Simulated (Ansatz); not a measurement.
The system is Mo.

```
Mo
1.0
    -1.58381    1.58381    1.58381
     1.58381   -1.58381    1.58381
     1.58381    1.58381   -1.58381
Mo
1
Cartesian
  0.0000 0.0000 0.0000
```

Base run:

* Program: Ansatz 0.2.0
* Functional: PBEsol
* Potentials or basis: all-electron LAPW, scalar-relativistic
* Cutoff: 249 eV
* Density cutoff: 994 eV
* Basis error allowed: 0.001 eV/atom
* k mesh: 12 × 12 × 12
* Occupations: fermi-dirac, width 0.05 eV
* Spin: no spin polarisation

Its results: pressure -9.6 GPa.

Question: After a change of settings the same cell gave: pressure -5.9 GPa. Which change was it?
A. functional from PBEsol to BLYP
B. potentials or basis from all-electron LAPW, scalar-relativistic to all-electron LAPW, non-relativistic
C. functional from PBEsol to LDA; occupations from fermi-dirac, width 0.05 eV to gaussian, width 0.1 eV
D. functional from PBEsol to PBE

Answer: B.

Caveats: relativity is left out, which matters for the heavier elements (some runs).

Not every run made on this cell is shown here.
